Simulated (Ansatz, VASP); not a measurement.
## Cu: VASP beside Ansatz

Contents of INCAR:

```
PREC = Accurate ; ENCUT = 520
EDIFF = 1E-7 ; ISMEAR = -1
SIGMA = 0.05 ; LREAL = False
LASPH = True ; NELM = 100
ALGO = Normal ; ISIF = 2
LWAVE = False ; LCHARG = True
GGA = CA ; LELF = True
LVHAR = True ; NBANDS = 18
```

Contents of KPOINTS:

```
regular mesh
0
Gamma
  12 12 7
```

File POSCAR:

```
Cu
1.0
    2.5837974578      0.0000000000      0.0000000000
   -1.2918987289      2.2376342367      0.0000000000
    0.0000000000      0.0000000000      4.1932301247
Cu
2
Direct
    0.6666666667      0.3333333333      0.7500000000
    0.3333333333      0.6666666667      0.2500000000
```

Contents of input.yaml:

```yaml
crystal:
  lattice:
    - [2.5837974578, 0.0, 0.0]
    - [-1.2918987289, 2.2376342367, 0.0]
    - [0.0, 0.0, 4.1932301247]
  atoms:
    - { symbol: Cu, position: [0.6666666667, 0.3333333333, 0.75] }
    - { symbol: Cu, position: [0.3333333333, 0.6666666667, 0.25] }
kpoints:
  mp_grid: { grid: [12, 12, 7] }
scf:
  occupations: { method: fermi_dirac, width: 0.05 }
hamiltonian:
  xc: lda
  pseudopotentials: { kind: all_electron, lapw: { basis_error: 0.001 } }
output:
  forces: true
  stress: true
  eigenvalues: true
```

Change from the starting cell: volume scaled by 1.06.

Alike in both runs: task single point; functional LDA; k mesh 12 × 12 × 7; occupations fermi-dirac, width 0.05 eV; no spin polarisation.

```csv
,VASP,Ansatz
version,VASP 6.6.1,Ansatz 0.2.0
potentials or method,"VASP PAW LDA potentials, release 64 (Cu)","all-electron LAPW, scalar-relativistic"
plane-wave cutoff (eV),520,see its input
```

VASP gave:

```
gap on the k mesh at the Fermi level (eV)       : none
pressure (GPa)                                  : -14.3
largest component of the traceless stress (GPa) : 0.21
```

**Question.** Estimate Ansatz's values.

**Answer.** gap on the k mesh at the Fermi level (eV): none; pressure (GPa): -15.2; largest component of the traceless stress (GPa): 0.13.

A gap of «none» marks a metal or a gap that the smearing closes. Ansatz ran all-electron here, so the differences hold the error of VASP's frozen core and of both bases.
